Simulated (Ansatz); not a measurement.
# How many bands does the GW gap of InSe (layers cut from the bulk crystal) need?

Wanted: a G0W0 gap for InSe (layers cut from the bulk crystal) that is converged in bands and cutoff, or an estimate of the limit.

Method: G0W0 on PBE, plane waves, PAW, in Ansatz 0.2.0.

## Step 1: The starting structure

The cell holds 4 atoms: 2 Se and 2 In. Cell: a = 4.028 Å, b = 4.028 Å, c = 34.000 Å, α = 90.0°, β = 90.0°, γ = 120.0°. It derives from InSe. Vacuum lies along c.

The structure was relaxed with PBE-D3(BJ). The runs that relaxed it are not among those shown. The default PAW set here is soft_1. Its files were made with PBE. The Coulomb interaction is cut off across the vacuum.

## Step 2: 127 empty bands, screening to 24 eV

Now the one-shot GW correction: screening in the RPA, then the self-energy of the levels asked for.

The input, input.yaml:

```yaml
crystal:
  lattice:
    - [4.0283038166, 0.0, 0.0]
    - [-2.0141519083, 3.4886134394, 0.0]
    - [0.0, 0.0, 34.0]
  atoms:
    - { symbol: Se, position: [0.3333333333, 0.6666666667, 0.4208363843] }
    - { symbol: In, position: [0.6666666667, 0.3333333333, 0.4589065086] }
    - { symbol: In, position: [0.6666666667, 0.3333333333, 0.5410934914] }
    - { symbol: Se, position: [0.3333333333, 0.6666666667, 0.5791636157] }
  periodic: [true, true, false]
kpoints:
  mp_grid: { grid: [6, 6, 1] }
hamiltonian:
  xc: pbe
  pseudopotentials: { kind: paw, azcp: { folder: "./paw" } }
scf:
  occupations: { method: fixed }
gw:
  n_empty_bands: 127
  ecut_chi: 24.0
  qp_bands: [v2, c2]
  qp_kpoints: band_edges
  screening: { model: contour_deformation }
```

The run is started by

```sh
$ ansatz run input.yaml --threads 3 --pin off --max-ram 92160MiB --backend cuda --events-out ev --progress --plain --runs-dir out --devices 1 --max-vram 13GiB
```

Numbers of over 12 decimals in the logs are rounded to 6 here.

Log:

```text
GPUs: using 1 of 1 available (devices: 1).
Engine: ansatz 0.2.0, x86_64-unknown-linux-gnu
Pseudopotentials: kind: paw
Pseudopotential: Se, paw, valence charge 16, recommended cutoff 420 eV (normal), <dir>
Pseudopotential: In, paw, valence charge 13, recommended cutoff 420 eV (normal), <dir>
Functional definition: PBE
  parameter kappa = 0.804
  parameter beta = 0.066725
  exchange = pbe_x(kappa = kappa, mu = beta*pi^2/3)
  correlation = pbe_c(beta = beta)
device memory: the entry about to start is reckoned to put 4.3 GiB on a device that reports 57.1 GiB free (of which the cap on the GPU budget leaves the run 13.0 GiB)
GPU FFT provider: cuFFT
GPU libraries: cuBLAS 13.8.2, cuFFT 12.4.0, cuSOLVER 12.3.4
Crystal: 4 atoms, lattice volume = 477.809 Å³
Basis set: ecut = 420 eV, 9353 PW (Γ)
Bands: 35, of which v1, the nominal top of the filled ones, is band 29 counted from 1 (28 counted from 0)
Symmetry: 12 space group operations
Space group: P-6m2 (ITA 187), of the structure as read, at distance tolerance 7.8e-5 Å
k-points: 7 of 36 (time reversal used)
Non-local potential: Se, projectors of the file, l = 0: 2, l = 1: 2, l = 2: 3, l = 3: 1
Non-local potential: In, projectors of the file, l = 0: 2, l = 1: 2, l = 2: 2, l = 3: 1
PAW form: soft (Blöchl's): semilocal exchange-correlation on the pseudo side does not see the compensation charge
PAW one-centre angular grid: Se, 590 points (default); XC on 64 Gauss nodes
PAW one-centre angular grid: In, 590 points (default); XC on 64 Gauss nodes
Initial density: superposition of atomic densities (neutral atoms: chi_scale 0, normalization atom)
Initial wavefunctions: pseudopotential atomic-orbital guess
GPU buffer pool allocated for 174960 grid points (all kernels)
GPU transforms: local potential and band sums: pruned to the plane-wave sphere, on 27×27×225
Functional: x = pbe(κ = 0.804, μ = 0.219515), c = pbe(β = 0.066725)
SCF iter   1: F=—  HF=-22136.543488 eV  |F-HF|=—  |Δ(HF+E_count)|=         —  Δρ=1.45e-2  dr2=1.99e0  ethr=3.10e-3  ⟨swp⟩=6.7  Hψ=1002  notcnv=0  defer=28
preconditioner: auto → Resta (q_TF=auto, 1.920 Å⁻¹)  ε∞=1.6  [insulator: Δε(μ)=1.709 eV  Ē_g=13.578 eV  n_scr=62 (ndim 8)  ℏωp=10.5 eV  f_vac=0.731  ε∞_Penn≈1.6  vacuum switching on, ρ_ref=1.3e-2 e/Å³]
SCF iter   2: F=—  HF=-22136.185367 eV  |F-HF|=—  |Δ(HF+E_count)|=   3.58e-1  Δρ=7.78e-3  dr2=7.55e-1  ethr=3.10e-3  ⟨swp⟩=4.4  Hψ=520  notcnv=0  defer=28
SCF iter   3: F=—  HF=-22136.086067 eV  |F-HF|=—  |Δ(HF+E_count)|=   9.93e-2  Δρ=4.48e-3  dr2=1.40e-1  ethr=1.30e-3  ⟨swp⟩=3.7  Hψ=391  notcnv=0  defer=28
SCF iter   4: F=—  HF=-22136.078877 eV  |F-HF|=—  |Δ(HF+E_count)|=   7.19e-3  Δρ=1.86e-3  dr2=2.18e-2  ethr=2.41e-4  ⟨swp⟩=3.0  Hψ=363  notcnv=0  defer=28
SCF iter   5: F=—  HF=-22136.076862 eV  |F-HF|=—  |Δ(HF+E_count)|=   2.02e-3  Δρ=4.29e-4  dr2=7.79e-4  ethr=3.76e-5  ⟨swp⟩=3.1  Hψ=404  notcnv=0  defer=28
SCF iter   6: F=—  HF=-22136.077102 eV  |F-HF|=—  |Δ(HF+E_count)|=   2.40e-4  Δρ=9.74e-5  dr2=3.77e-5  ethr=1.34e-6  ⟨swp⟩=3.1  Hψ=521  notcnv=0  defer=28
SCF iter   7: F=—  HF=-22136.077132 eV  |F-HF|=—  |Δ(HF+E_count)|=   3.06e-5  Δρ=3.24e-5  dr2=3.80e-6  ethr=6.50e-8  ⟨swp⟩=3.0  Hψ=485  notcnv=0  defer=28
SCF iter   8: F=—  HF=-22136.077138 eV  |F-HF|=—  |Δ(HF+E_count)|=   5.56e-6  Δρ=6.57e-6  dr2=2.59e-7  ethr=6.55e-9  ⟨swp⟩=2.9  Hψ=411  notcnv=0  defer=28
SCF iter   9: F=-22136.077138 eV  HF=-22136.077138 eV  |F-HF|=1.18e-9  |Δ(HF+E_count)|=   2.25e-8  Δρ=1.60e-6  dr2=1.55e-8  ethr=1.72e-10  ⟨swp⟩=18.6  Hψ=1330  notcnv=0
SCF 1 converged in 9 iterations: F = -22136.077138 eV  dr2 = 1.55e-8
  greatest PAW one-centre occupation: 1.000 electrons in one spin orbital (limit 2), on the Se atom at site 3 (counted from 0), in its partial waves of l = 2
device memory: the entry about to start is reckoned to put 5.8 GiB (of the 5.8 GiB reckoned in all, the device holds 0.1 GiB already) on a device that reports 56.5 GiB free (of which the cap on the GPU budget leaves the run 12.9 GiB)
NSCF: frozen V_eff on 7 k-points
the band table was solved once the SCF had ended and its energy, with any forces and stress, was formed, with the checks that follow a solve (1304 applications of the Hamiltonian). They found nothing against the state; the energy, forces and stress were not computed again (output.eigenvalues in the input reference)
device memory: the entry about to start is reckoned to put 4.8 GiB on a device that reports 55.0 GiB free (of which the cap on the GPU budget leaves the run 13.0 GiB)
NSCF: frozen V_eff on 7 k-points
G₀W₀ screening: q 1/7
[... further progress lines ...]
SCF converged after 9 iterations
Free energy (F): -22136.077138 eV
Harris-Foulkes:  -22136.077138 eV  (|F-HF|=1.18e-9)
Internal energy: -22136.077138 eV  (E = F + TS)
E sigma→0 (E₀):  -22136.077138 eV
Fermi energy:    -5.989945 eV
--- Per-component energies (eV) ---
  E_band       = -1634.476763
  E_kinetic    = 657.162929
  E_local      = -136197.253307  (includes V_loc(G=0)·N_el)
  E_nonlocal   = -54.362648
  E_hartree    = 67624.888013
  E_xc         = -455.128220
  E_vxc        = -358.158423  (∫ρ·V_xc dr)
  E_paw        = -12679.379173  (= ΣΔE_a)
  E_vpaw       = -931.650821  (= ΣTr[D̂ρ^β])
  E_aug_tail   = -0.000450  (compensation charges beyond the density's cutoff)
  E_ewald      = 58967.995719
  E_smearing   = -0.000000  (= −TS)
  E_closure    = -0.000000  (closes the sum)
  Σ components = -22136.077138   (vs F -22136.077138, Δ=0.00e0)
--- Band table (eV; the first three rows and the last of 7) ---
  k-point 0: bands = [... 25 lower, -6.4381, -6.3645, -6.3645, -6.0585, -4.3655, -3.1481, -0.9146 (-0.9146°), -0.9146 (-0.9146°), ... 2 higher]
  k-point 1: bands = [... 25 lower, -7.3830, -6.7432, -6.6353, -5.9899, -3.4512, -2.4828, -1.5790 (-1.5790°), -0.7131 (-0.7131°), ... 2 higher]
  k-point 2: bands = [... 25 lower, -7.6800, -7.2545, -7.0965, -6.3293, -3.4730, -3.3496, -1.4471, -1.1608, ... 2 higher]
  k-point 6: bands = [... 25 lower, -8.7164, -7.7046, -7.2467, -7.0579, -3.4144, -2.8805, -1.9435, -0.9340, ... 2 higher]
  ° read free of the cell's end (the report's vacuum.weakly_bound_levels)
--- G₀W₀: contour deformation, 6 samples at zero and on the imaginary axis and 2 off it, 36 q-points, 127 empty bands' worth ---
  eigenvalues of the whole cell's RPA ε∞ on this k-mesh (on a slab, of 1 + 4πα/V) = 1.2071, 2.7770, 2.7770; static W/v taken at q = 0 is 0.539425
  gw.qp_kpoints: band_edges: 6 of 7 stored k-points solved, in 1 pass; an edge of the gap read off the rows below is read off those points alone
    valence top: of the k-points left out ik 5 came nearest to being solved in a further pass, in band 29 (counted from 1, as in the quasiparticle table): it holds the edge there only if its correction is more favourable than any solved in that band by at least 0.684 eV; those differ by 0.104 eV
    conduction bottom: of the k-points left out ik 5 came nearest to being solved in a further pass, in band 30 (counted from 1, as in the quasiparticle table): it holds the edge there only if its correction is more favourable than any solved in that band by at least 0.755 eV; those differ by 0.719 eV
    ik  band        ε_KS         Σx   Σc(E_QP)       V_xc       Z   E_QP_lin       E_QP  E_QP is
     0    28     -6.3645   -17.9251     2.1688   -15.6233  0.7471    -6.4979    -6.4975  root
     0    29     -6.0585   -15.2852     1.7173   -13.3027  0.7508    -6.3255    -6.3237  root
     0    30     -4.3655    -9.9168    -2.3559   -13.2535  0.7804    -3.3614    -3.3847  root
     0    31     -3.1481    -8.1370    -2.9869   -12.1132  0.7819    -2.1300    -2.1589  root
     1    28     -6.6353   -17.7103     2.2349   -15.3027  0.7435    -6.8088    -6.8080  root
     1    29     -5.9899   -15.5605     1.7432   -13.5883  0.7526    -6.2203    -6.2190  root
     1    30     -3.4512   -10.6603    -2.5344   -14.3525  0.7697    -2.2519    -2.2933  root
     1    31     -2.4828    -7.4190    -3.1352   -11.5024  0.7722    -1.5108    -1.5347  root
     2    28     -7.0965   -17.4332     2.3724   -14.8292  0.7366    -7.3298    -7.3281  root
     2    29     -6.3293   -15.5905     1.7911   -13.5786  0.7507    -6.5514    -6.5501  root
     2    30     -3.4730    -7.1593    -2.8397   -10.7138  0.7782    -2.7450    -2.7583  root
     2    31     -3.3496   -10.1769    -2.7254   -14.1064  0.7701    -2.0985    -2.1455  root
     3    28     -7.2987   -17.3289     2.4349   -14.6404  0.7334    -7.5543    -7.5523  root
     3    29     -6.9119   -14.9369     1.8431   -12.7868  0.7455    -7.2216    -7.2189  root
     3    30     -3.6650    -9.8343    -2.6590   -13.6500  0.7748    -2.4685    -2.5082  root
     3    31     -3.6580    -7.8410    -2.6949   -11.2222  0.7754    -2.9599    -2.9718  root
     4    28     -7.3279   -17.0697     2.3667   -14.4376  0.7323    -7.5956    -7.5933  root
     4    29     -6.1156   -15.7926     1.7886   -13.8013  0.7522    -6.3192    -6.3182  root
     4    30     -2.9342   -11.0202    -2.7815   -15.1056  0.7612    -1.5670    -1.6303  root
     4    31     -2.6516    -7.5513    -2.9794   -11.3389  0.7689    -1.8229    -1.8435  root
     6    28     -7.2467   -16.8304     2.5953   -13.9286  0.7171    -7.5570    -7.5531  root
     6    29     -7.0579   -14.8617     1.8042   -12.7882  0.7517    -7.3291    -7.3272  root
     6    30     -3.4144    -6.9348    -2.7880   -10.3081  0.7745    -2.8205    -2.8291  root
     6    31     -2.8805   -10.4005    -2.8797   -14.5839  0.7655    -1.5148    -1.5768  root
```

The job ended after 31 s (1 × NVIDIA H100 80GB HBM3 (shared by 6 runs) with 3 threads of AMD EPYC 7R13 (Zen 3), shared host; peak memory 1.3 GiB).

The column dr2 measures how far the density is from self-consistency, as an energy; F and HF (Harris–Foulkes) agree once it is small.

Numbers from this step:

* bands summed: 156
* plane waves in the screening matrix: 141
* q-points in the mesh: 36
* G0W0 gap on the mesh: 2.834 eV
* k of the valence top: 0, 0.1667, 0
* k of the conduction bottom: 0, 0, 0
* starting gap on the mesh: 1.624 eV
* Z at the valence top: 0.7526
* Z at the conduction bottom: 0.7804
* least direct G0W0 gap on the computed points: 2.939 eV

The gap on the mesh goes from 1.62 eV to 2.83 eV, a correction of +1.21 eV. Between the two edge states, bare exchange in place of the xc potential would open the gap by 5.31 eV, and correlation takes back 4.10 eV.

## Step 3: 360 empty bands, screening to 48 eV

Bands and screening cutoff are moved together, since each hides the error of the other.

Edit input.yaml of step 2 so:

```diff
@@ -19,4 +19,4 @@
 gw:
-  n_empty_bands: 127
-  ecut_chi: 24.0
+  n_empty_bands: 360
+  ecut_chi: 48.0
   qp_bands: [v2, c2]
```

Log:

```text
GPUs: using 1 of 1 available (devices: 1).
[...]
GPU FFT provider: cuFFT
GPU libraries: cuBLAS 13.8.2, cuFFT 12.4.0, cuSOLVER 12.3.4
Crystal: 4 atoms, lattice volume = 477.809 Å³
Basis set: ecut = 420 eV, 9353 PW (Γ)
Bands: 35, of which v1, the nominal top of the filled ones, is band 29 counted from 1 (28 counted from 0)
Symmetry: 12 space group operations
[...]
k-points: 7 of 36 (time reversal used)
[...]
GPU buffer pool allocated for 174960 grid points (all kernels)
[...]
SCF iter   1: F=—  HF=-22136.543488 eV  |F-HF|=—  |Δ(HF+E_count)|=         —  Δρ=1.45e-2  dr2=1.99e0  ethr=3.10e-3  ⟨swp⟩=6.7  Hψ=1002  notcnv=0  defer=28
[...]
SCF iter   9: F=-22136.077138 eV  HF=-22136.077138 eV  |F-HF|=1.18e-9  |Δ(HF+E_count)|=   2.25e-8  Δρ=1.60e-6  dr2=1.55e-8  ethr=1.72e-10  ⟨swp⟩=18.6  Hψ=1330  notcnv=0
SCF 1 converged in 9 iterations: F = -22136.077138 eV  dr2 = 1.55e-8
[...]
NSCF: frozen V_eff on 7 k-points
[...]
G₀W₀ screening: q 1/7
[... further progress lines ...]
SCF converged after 9 iterations
Free energy (F): -22136.077138 eV
[...]
Internal energy: -22136.077138 eV  (E = F + TS)
E sigma→0 (E₀):  -22136.077138 eV
Fermi energy:    -5.989945 eV
[...]
--- Band table (eV; the first three rows and the last of 7) ---
  k-point 0: bands = [... 25 lower, -6.4381, -6.3645, -6.3645, -6.0585, -4.3655, -3.1481, -0.9146 (-0.9146°), -0.9146 (-0.9146°), ... 2 higher]
  k-point 1: bands = [... 25 lower, -7.3830, -6.7432, -6.6353, -5.9899, -3.4512, -2.4828, -1.5790 (-1.5790°), -0.7131 (-0.7131°), ... 2 higher]
  k-point 2: bands = [... 25 lower, -7.6800, -7.2545, -7.0965, -6.3293, -3.4730, -3.3496, -1.4471, -1.1608, ... 2 higher]
  k-point 6: bands = [... 25 lower, -8.7164, -7.7046, -7.2467, -7.0579, -3.4144, -2.8805, -1.9435, -0.9340, ... 2 higher]
  ° read free of the cell's end (the report's vacuum.weakly_bound_levels)
[...]
0    28     -6.3645   -17.9251     1.8913   -15.6233  0.7405    -6.7794    -6.7749  root
     0    29     -6.0585   -15.2852     1.4619   -13.3027  0.7448    -6.5863    -6.5791  root
     0    30     -4.3655    -9.9168    -2.6523   -13.2535  0.7745    -3.6716    -3.6811  root
     0    31     -3.1481    -8.1370    -3.2844   -12.1132  0.7783    -2.4477    -2.4564  root
     1    28     -6.6353   -17.7103     1.9631   -15.3027  0.7374    -7.0854    -7.0798  root
     1    29     -5.9899   -15.5605     1.4631   -13.5883  0.7466    -6.5057    -6.4991  root
     1    30     -3.4512   -10.6603    -2.8796   -14.3525  0.7638    -2.6219    -2.6385  root
     1    31     -2.4828    -7.4190    -3.4375   -11.5024  0.7696    -1.8242    -1.8369  root
[...]
6    28     -7.2467   -16.8304     2.3577   -13.9286  0.7115    -7.8027    -7.7908  root
     6    29     -7.0579   -14.8617     1.4818   -12.7882  0.7482    -7.6594    -7.6496  root
     6    30     -3.4144    -6.9348    -2.9644   -10.3081  0.7740    -3.0016    -3.0055  root
     6    31     -2.8805   -10.4005    -3.2777   -14.5839  0.7611    -1.9512    -1.9748  root
```

The job ended after 44 s (1 × NVIDIA H100 80GB HBM3 (shared by 6 runs) with 3 threads; peak memory 1.8 GiB; 39 s of CPU time).

This step gave:

```
bands summed                                 : 389
plane waves in the screening matrix          : 351
q-points in the mesh                         : 36
G0W0 gap on the mesh                         : 2.818 eV
k of the valence top                         : 0, 0.1667, 0
k of the conduction bottom                   : 0, 0, 0
starting gap on the mesh                     : 1.624 eV
Z at the valence top                         : 0.7466
Z at the conduction bottom                   : 0.7745
least direct G0W0 gap on the computed points : 2.898 eV
```

Against the run with 6×6×1 mesh, 127 empty bands, screening to 24 eV, the gap moves by −0.016 eV.

## Step 4: 776 empty bands, screening to 80 eV

Edit input.yaml of step 3 so:

```diff
@@ -18,5 +18,6 @@
   occupations: { method: fixed }
+  convergence: { dr2_threshold: 1.0e-10 }
 gw:
-  n_empty_bands: 360
-  ecut_chi: 48.0
+  n_empty_bands: 776
+  ecut_chi: 80.0
   qp_bands: [v2, c2]
```

Log:

```text
GPUs: using 1 of 1 available (devices: 1).
[...]
GPU FFT provider: cuFFT
GPU libraries: cuBLAS 13.8.2, cuFFT 12.4.0, cuSOLVER 12.3.4
Crystal: 4 atoms, lattice volume = 477.809 Å³
Basis set: ecut = 420 eV, 9353 PW (Γ)
Bands: 35, of which v1, the nominal top of the filled ones, is band 29 counted from 1 (28 counted from 0)
Symmetry: 12 space group operations
[...]
k-points: 7 of 36 (time reversal used)
[...]
1    31     -2.4829    -7.4189    -3.6081   -11.5023  0.7685    -2.0013    -2.0076  root
[...]
6    28     -7.2468   -16.8304     2.1565   -13.9286  0.7078    -8.0163    -7.9921  root
     6    29     -7.0580   -14.8617     1.2744   -12.7882  0.7465    -7.8762    -7.8571  root
     6    30     -3.4144    -6.9349    -3.0815   -10.3081  0.7731    -3.1209    -3.1227  root
     6    31     -2.8805   -10.4005    -3.5382   -14.5839  0.7587    -2.2248    -2.2354  root
[key lines of the parts left out:]
SCF converged after 11 iterations
Free energy (F): -22136.077138 eV
Fermi energy:    -5.989989 eV
```

Run time: 53 s. Hardware: 1 × NVIDIA H100 80GB HBM3 (shared by 6 runs) with 3 threads; peak memory 2.9 GiB.

This step gave:

* bands summed: 805
* plane waves in the screening matrix: 727
* G0W0 gap on the mesh: 2.831 eV
* k of the valence top: 0, 0.1667, 0
* k of the conduction bottom: 0, 0, 0
* starting gap on the mesh: 1.625 eV
* least direct G0W0 gap on the computed points: 2.899 eV

Against the run with 6×6×1 mesh, 360 empty bands, screening to 48 eV, the gap moves by +0.013 eV.

## Step 5: 1426 empty bands, screening to 120 eV

Edit input.yaml of step 4 so:

```diff
@@ -18,6 +18,5 @@
   occupations: { method: fixed }
-  convergence: { dr2_threshold: 1.0e-10 }
 gw:
-  n_empty_bands: 776
-  ecut_chi: 80.0
+  n_empty_bands: 1426
+  ecut_chi: 120.0
   qp_bands: [v2, c2]
```

Log:

```text
GPUs: using 1 of 1 available (devices: 1).
[...]
GPU FFT provider: cuFFT
GPU libraries: cuBLAS 13.8.2, cuFFT 12.4.0, cuSOLVER 12.3.4
Crystal: 4 atoms, lattice volume = 477.809 Å³
Basis set: ecut = 420 eV, 9353 PW (Γ)
Bands: 35, of which v1, the nominal top of the filled ones, is band 29 counted from 1 (28 counted from 0)
Symmetry: 12 space group operations
[...]
k-points: 7 of 36 (time reversal used)
[...]
1    31     -2.4828    -7.4190    -3.7097   -11.5024  0.7682    -2.1055    -2.1091  root
[...]
6    28     -7.2467   -16.8304     2.0229   -13.9286  0.7066    -8.1614    -8.1256  root
     6    29     -7.0579   -14.8617     1.1524   -12.7882  0.7459    -8.0055    -7.9790  root
     6    30     -3.4144    -6.9348    -3.1586   -10.3081  0.7727    -3.1987    -3.1997  root
     6    31     -2.8805   -10.4005    -3.7090   -14.5839  0.7576    -2.4007    -2.4061  root
[key lines of the parts left out:]
SCF converged after 9 iterations
Free energy (F): -22136.077138 eV
Fermi energy:    -5.989945 eV
```

It took 87 s on 1 × NVIDIA H100 80GB HBM3 (shared by 6 runs) with 3 threads; peak memory 5.4 GiB; 86 s of CPU time.

Numbers from this step:

```yaml
bands_summed: 1455
plane_waves_in_the_screening_matrix: 1489
g0w0_gap_on_the_mesh: 2.820 eV
k_of_the_valence_top: 0, 0.1667, 0
k_of_the_conduction_bottom: 0, 0, 0
starting_gap_on_the_mesh: 1.624 eV
least_direct_g0w0_gap_on_the_computed_points: 2.882 eV
```

Against the run with 6×6×1 mesh, 776 empty bands, screening to 80 eV, the gap moves by −0.012 eV.

(Continued in part 2 of 2.)

[Paths, hosts, dates, memory and timing lines, banners, echoed tables and standing remarks are left out of the program output.]

[Logs are printed without paths, hosts, clocks, repeated set-up lines and the standing remarks that a program may print on its own settings, such as how far it seeks lower states.]

[Runs of the session that timed out or met a known fault of the program may be left out.]

[Cells called generated may have been cut or substituted from an entry of the Crystallography Open Database or the Materials Project.]

[Hosts, paths, dates, database ids (printed as entryN), source tags and the programs' standing remarks are cut or masked in the printed files.]
